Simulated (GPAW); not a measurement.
# Sb (P-1) in GPAW: relaxation of cell and atoms with revPBE

Aim: the relaxation of cell and atoms of Sb with revPBE.

Everything below comes from runs of GPAW 26.7.0. Logs are shortened: lines on timing, memory, paths and dates and some standing lists are left out, and cuts for length are marked. The log counts tension as positive stress, the text compression.

## 1. The cell of the first run

The typed cell holds 1 atom: a = 3.459 Å, b = 3.554 Å, c = 3.342 Å, α = 58.62°, β = 55.56°, γ = 54.87°.

This isn't the form of Sb at room conditions, which is rhombohedral.

## 2. Relaxation of cell and atoms, revPBE, target pressure -2 GPa, at which the enthalpy is minimised (cell sheared at random, sigma 0.03, atoms nudged by 0.01 Å)

Input file run.py:

```python
from ase.filters import FrechetCellFilter
from ase.io import read, write
from ase.optimize import LBFGS
from ase.units import GPa
from gpaw import GPAW, PW

atoms = read('POSCAR')

calc = GPAW(mode=PW(600),
            xc='revPBE',
            kpts={'size': (9, 8, 9), 'gamma': True},
            occupations={'name': 'fermi-dirac', 'width': 0.15},
            nbands=15,
            convergence={'density': 1e-05, 'energy': 1e-05},
            maxiter=100,
            txt='gpaw.txt')
atoms.calc = calc
opt = LBFGS(FrechetCellFilter(atoms, scalar_pressure=-2 * GPa), trajectory='relax.traj', logfile='-')
done = opt.run(fmax=0.01, steps=100)
calc.write('gs.gpw')
write('result.traj', atoms)
print('Converged:', done)
print('Cell:', atoms.cell.cellpar().round(4))
print('Volume:', round(atoms.get_volume(), 4))
print(atoms.get_scaled_positions().round(5))
```

Input file POSCAR:

```
Sb
1.0
    0.1733647600      2.3885337500      2.4958692300
    2.4173055400      0.0646925500      2.6045414300
    2.3204533900      2.4003538000      0.1615447000
Sb
1
Direct
    0.0000000000      0.0000000000      0.0000000000
```

Potentials or basis: the program's PAW data sets (release 1.2.1) made for this functional, pw.

Run with:

```
$ OMP_NUM_THREADS=1 python run.py
```

gpaw.txt:

```text
__  _  _
 | _ |_)|_||  |
 |__||  | ||/\| - 26.7.0

Input parameters:
  mode=PW(ecut=600.0),
  convergence={'density': 1e-05, 'energy': 1e-05},
  kpts=MonkhorstPack(size=(9, 8, 9), gamma=True),
  maxiter=100,
  nbands=15,
  occupations=Occupations(name='fermi-dirac', width=0.15),
  xc=XC(name='revPBE')

Diagonalizing LCAO Hamiltonian
Converting LCAO to pw mode

       Sb

Atoms  # Å, Bohr magnetons
|   | symbol |        x |        y |        z |    initial magnetic moments |
|---|--------|----------|----------|----------|-----------------------------|
| 0 |     Sb | 0.000000 | 0.000000 | 0.000000 | ( 0.0000,  0.0000,  0.0000) |

Unit cell  # Å
| periodic |        x |        y |        z |  lengths |    angles |
|----------|----------|----------|----------|----------|-----------|
|      yes | 0.173365 | 2.388534 | 2.495869 | 3.458976 | 58.622520 |
|      yes | 2.417306 | 0.064693 | 2.604541 | 3.554038 | 55.558726 |
|      yes | 2.320453 | 2.400354 | 0.161545 | 3.342499 | 54.868886 |
[... 933 lines left out ...]
Atoms  # Å, Bohr magnetons
|   | symbol |        x |        y |        z |    initial magnetic moments |
|---|--------|----------|----------|----------|-----------------------------|
| 0 |     Sb | 0.000000 | 0.000000 | 0.000000 | ( 0.0000,  0.0000,  0.0000) |

Unit cell  # Å
| periodic |        x |         y |        z |  lengths |    angles |
|----------|----------|-----------|----------|----------|-----------|
|      yes | 0.179762 |  2.334315 | 2.909215 | 3.734284 | 58.284837 |
|      yes | 2.674799 | -0.052162 | 3.133841 | 4.120465 | 57.844830 |
|      yes | 2.360978 |  2.250105 | 0.285247 | 3.273920 | 51.986257 |

Number of symmetries: 2
Symmetry operations  # r_c * U_cc + t_c -> r_c
|   | kind |            matrix            |
|---|------|------------------------------|
| 0 |  E   |  1, 0, 0,  0, 1, 0,  0, 0, 1 |
| 1 |  i   | -1, 0, 0,  0,-1, 0,  0, 0,-1 |
[... 172 lines left out ...]
Atoms  # Å, Bohr magnetons
|   | symbol |        x |        y |        z |    initial magnetic moments |
|---|--------|----------|----------|----------|-----------------------------|
| 0 |     Sb | 0.000000 | 0.000000 | 0.000000 | ( 0.0000,  0.0000,  0.0000) |

Unit cell  # Å
| periodic |        x |         y |        z |  lengths |    angles |
|----------|----------|-----------|----------|----------|-----------|
|      yes | 0.183102 |  2.340614 | 2.861432 | 3.701323 | 58.236349 |
|      yes | 2.640470 | -0.031569 | 3.069025 | 4.048702 | 57.491826 |
|      yes | 2.355688 |  2.267761 | 0.275401 | 3.281440 | 52.167882 |

Number of symmetries: 2
Symmetry operations  # r_c * U_cc + t_c -> r_c
|   | kind |            matrix            |
|---|------|------------------------------|
| 0 |  E   |  1, 0, 0,  0, 1, 0,  0, 0, 1 |
| 1 |  i   | -1, 0, 0,  0,-1, 0,  0, 0,-1 |
[... 171 lines left out ...]
Atoms  # Å, Bohr magnetons
|   | symbol |        x |        y |        z |    initial magnetic moments |
|---|--------|----------|----------|----------|-----------------------------|
| 0 |     Sb | 0.000000 | 0.000000 | 0.000000 | ( 0.0000,  0.0000,  0.0000) |

Unit cell  # Å
| periodic |        x |         y |        z |  lengths |    angles |
|----------|----------|-----------|----------|----------|-----------|
|      yes | 0.215044 |  2.286592 | 2.902920 | 3.701580 | 57.199767 |
|      yes | 2.631512 | -0.015189 | 3.121616 | 4.082839 | 56.933828 |
|      yes | 2.317144 |  2.196200 | 0.331490 | 3.209725 | 50.598492 |

Number of symmetries: 2
Symmetry operations  # r_c * U_cc + t_c -> r_c
|   | kind |            matrix            |
|---|------|------------------------------|
| 0 |  E   |  1, 0, 0,  0, 1, 0,  0, 0, 1 |
| 1 |  i   | -1, 0, 0,  0,-1, 0,  0, 0,-1 |
[... 172 lines left out ...]
Atoms  # Å, Bohr magnetons
|   | symbol |        x |        y |        z |    initial magnetic moments |
|---|--------|----------|----------|----------|-----------------------------|
| 0 |     Sb | 0.000000 | 0.000000 | 0.000000 | ( 0.0000,  0.0000,  0.0000) |

Unit cell  # Å
| periodic |        x |         y |        z |  lengths |    angles |
|----------|----------|-----------|----------|----------|-----------|
|      yes | 0.293319 |  2.178374 | 3.134595 | 3.828450 | 54.468380 |
|      yes | 2.702349 | -0.008925 | 3.413152 | 4.353432 | 55.757918 |
|      yes | 2.260248 |  2.024209 | 0.494506 | 3.074196 | 46.503225 |

Number of symmetries: 2
Symmetry operations  # r_c * U_cc + t_c -> r_c
|   | kind |            matrix            |
|---|------|------------------------------|
| 0 |  E   |  1, 0, 0,  0, 1, 0,  0, 0, 1 |
| 1 |  i   | -1, 0, 0,  0,-1, 0,  0, 0,-1 |
[... 709 lines left out ...]
|          3 |       -22.678 |     2.000 |
|          4 |       -22.671 |     2.000 |
|          5 |        -5.564 |     2.000 |
|          6 |         9.221 |     0.000 |
|          7 |         9.768 |     0.000 |
|          8 |        11.181 |     0.000 |
|          9 |        13.389 |     0.000 |
|         10 |        14.510 |     0.000 |
|         11 |        15.433 |     0.000 |
|         12 |        19.307 |     0.000 |
|         13 |        21.063 |     0.000 |
|         14 |        22.738 |     0.000 |

No gap
No difference between direct/indirect transitions

Stress tensor  # eV/Ang^3
|         x |        y |         z |
|-----------|----------|-----------|
|  0.030299 | 0.002526 | -0.001715 |
|  0.002526 | 0.002594 |  0.008374 |
| -0.001715 | 0.008374 |  0.004437 |

Forces  # eV/Ang
|       x |       y |       z |
|---------|---------|---------|
| 0.00000 | 0.00000 | 0.00000 |  # Sb   0

Interpolating wave functions to new cell
[... 160 lines left out ...]
|          3 |       -22.870 |     2.000 |
|          4 |       -22.865 |     2.000 |
|          5 |        -5.653 |     2.000 |
|          6 |         8.937 |     0.000 |
|          7 |         9.481 |     0.000 |
|          8 |        10.818 |     0.000 |
|          9 |        13.158 |     0.000 |
|         10 |        14.126 |     0.000 |
|         11 |        15.044 |     0.000 |
|         12 |        19.432 |     0.000 |
|         13 |        21.212 |     0.000 |
|         14 |        22.262 |     0.000 |

No gap
No difference between direct/indirect transitions

Stress tensor  # eV/Ang^3
|         x |        y |         z |
|-----------|----------|-----------|
|  0.034975 | 0.001890 | -0.002133 |
|  0.001890 | 0.006559 |  0.010907 |
| -0.002133 | 0.010907 |  0.008313 |

Forces  # eV/Ang
|       x |       y |       z |
|---------|---------|---------|
| 0.00000 | 0.00000 | 0.00000 |  # Sb   0

Interpolating wave functions to new cell
[... 161 lines left out ...]
|          3 |       -24.265 |     2.000 |
|          4 |       -24.261 |     2.000 |
|          5 |        -6.268 |     2.000 |
|          6 |         6.997 |     0.000 |
|          7 |         7.910 |     0.000 |
|          8 |         8.157 |     0.000 |
|          9 |        11.669 |     0.000 |
|         10 |        12.019 |     0.000 |
|         11 |        12.363 |     0.000 |
|         12 |        17.832 |     0.000 |
|         13 |        19.129 |     0.000 |
|         14 |        20.768 |     0.000 |

No gap
No difference between direct/indirect transitions

Stress tensor  # eV/Ang^3
|         x |         y |        z |
|-----------|-----------|----------|
|  0.040129 | -0.001024 | 0.008390 |
| -0.001024 |  0.029248 | 0.009472 |
|  0.008390 |  0.009472 | 0.049259 |

Forces  # eV/Ang
|       x |       y |       z |
|---------|---------|---------|
| 0.00000 | 0.00000 | 0.00000 |  # Sb   0

Interpolating wave functions to new cell
[... 1105 lines left out ...]
|          3 |       -22.892 |     2.000 |
|          4 |       -22.892 |     2.000 |
|          5 |        -5.767 |     2.000 |
|          6 |         9.179 |     0.000 |
|          7 |         9.248 |     0.000 |
|          8 |         9.362 |     0.000 |
|          9 |        13.124 |     0.000 |
|         10 |        13.193 |     0.000 |
|         11 |        14.125 |     0.000 |
|         12 |        24.984 |     0.000 |
|         13 |        25.108 |     0.000 |
|         14 |        25.712 |     0.000 |

No gap
No difference between direct/indirect transitions

Stress tensor  # eV/Ang^3
|         x |         y |        z |
|-----------|-----------|----------|
|  0.012984 | -0.002362 | 0.000906 |
| -0.002362 |  0.013759 | 0.000684 |
|  0.000906 |  0.000684 | 0.010173 |

Forces  # eV/Ang
|       x |       y |       z |
|---------|---------|---------|
| 0.00000 | 0.00000 | 0.00000 |  # Sb   0

Interpolating wave functions to new cell
[... 159 lines left out ...]
|          3 |       -22.878 |     2.000 |
|          4 |       -22.878 |     2.000 |
|          5 |        -5.762 |     2.000 |
|          6 |         9.196 |     0.000 |
|          7 |         9.250 |     0.000 |
|          8 |         9.394 |     0.000 |
|          9 |        13.129 |     0.000 |
|         10 |        13.213 |     0.000 |
|         11 |        14.150 |     0.000 |
|         12 |        25.117 |     0.000 |
|         13 |        25.253 |     0.000 |
|         14 |        25.368 |     0.000 |

No gap
No difference between direct/indirect transitions

Stress tensor  # eV/Ang^3
|         x |         y |        z |
|-----------|-----------|----------|
|  0.012339 | -0.001046 | 0.000924 |
| -0.001046 |  0.012452 | 0.000009 |
|  0.000924 |  0.000009 | 0.010985 |

Forces  # eV/Ang
|       x |       y |       z |
|---------|---------|---------|
| 0.00000 | 0.00000 | 0.00000 |  # Sb   0

Interpolating wave functions to new cell
[... 346 lines left out ...]
|          3 |       -22.895 |     2.000 |
|          4 |       -22.895 |     2.000 |
|          5 |        -5.769 |     2.000 |
|          6 |         9.169 |     0.000 |
|          7 |         9.178 |     0.000 |
|          8 |         9.427 |     0.000 |
|          9 |        13.090 |     0.000 |
|         10 |        13.202 |     0.000 |
|         11 |        14.133 |     0.000 |
|         12 |        25.139 |     0.000 |
|         13 |        25.178 |     0.000 |
|         14 |        25.353 |     0.000 |

No gap
No difference between direct/indirect transitions

Stress tensor  # eV/Ang^3
|        x |         y |         z |
|----------|-----------|-----------|
| 0.012253 |  0.000020 |  0.000141 |
| 0.000020 |  0.012291 | -0.000068 |
| 0.000141 | -0.000068 |  0.012425 |

Forces  # eV/Ang
|       x |       y |       z |
|---------|---------|---------|
| 0.00000 | 0.00000 | 0.00000 |  # Sb   0

# Writing to gs.gpw (mode='')
```

Run time: 25 min. Hardware: 1 thread of Intel Xeon Platinum 8488C (Sapphire Rapids), shared host; peak memory 0.52 GiB.

What came out:

- Free energy: -4.0667 eV
- Relaxed volume: 31.69 Å³/atom
- Relaxed cell: a = 4.494 Å, b = 5.472 Å, c = 3.174 Å, α = 54.63°, β = 44.94°, γ = 35.08°
- Space group after relaxing (to 0.05 Å): Pm-3m (No. 221)
- Energy change on relaxing (the enthalpy is what falls): -303.3 meV/atom
- Ionic steps: 23
- Pressure after relaxing: -2.0 GPa
- Band gap on the k mesh: none (metal or under the smearing width)

The path:
| step | energy change (eV) | largest force (eV/Å) | pressure (GPa) | volume (Å³) |
| --- | --- | --- | --- | --- |
| 1 | 0.0000 | 0.0000 | 3.66 | 26.53 |
| 2 | -0.0163 | 0.0000 | 1.03 | 27.62 |
| 3 | -0.0139 | 0.0000 | -1.76 | 29.11 |
| 4 | -0.0120 | 0.0000 | -2.20 | 29.40 |
| 5 | -0.0096 | 0.0000 | -3.06 | 30.06 |
| 6 | 0.0045 | 0.0000 | -4.83 | 32.09 |
| 7 | -0.0155 | 0.0000 | -4.15 | 31.29 |
| 8 | -0.0560 | 0.0000 | -2.25 | 29.95 |
| 9 | -0.0976 | 0.0000 | 0.09 | 29.08 |
| 10 | -0.1096 | 0.0000 | 1.60 | 28.88 |
| 11 | -0.1347 | 0.0000 | 0.24 | 29.46 |
| 12 | -0.1667 | 0.0000 | -1.99 | 30.94 |
| 13 | -0.1716 | 0.0000 | -2.66 | 31.49 |
| 14 | -0.0859 | 0.0000 | -6.34 | 36.13 |
| 15 | -0.2108 | 0.0000 | -4.48 | 33.66 |
| 16 | -0.2341 | 0.0000 | -4.09 | 33.31 |
| 17 | -0.2965 | 0.0000 | -1.87 | 31.55 |
| 18 | -0.2981 | 0.0000 | -1.93 | 31.60 |
| 19 | -0.3019 | 0.0000 | -1.97 | 31.66 |
| 20 | -0.3029 | 0.0000 | -1.97 | 31.68 |
| 21 | -0.3037 | 0.0000 | -1.91 | 31.64 |
| 22 | -0.3033 | 0.0000 | -1.97 | 31.68 |
| 23 | -0.3033 | 0.0000 | -1.97 | 31.69 |

Final structure:
```xyz
1
Lattice="0.8166 2.2360 3.8114 2.8996 0.0302 4.6400 2.0346 2.2719 0.8805" Properties=species:S:1:pos:R:3 pbc="T T T"
Sb    0.0000    0.0000    0.0000
```

Caveat: later steps reuse the first step's grids; the volume moved by over 15 % at a fixed basis, so the end points are rough; the program warned that so skewed a cell can give wrong results. The run has no spin-orbit coupling, so splittings on Sb are missing.
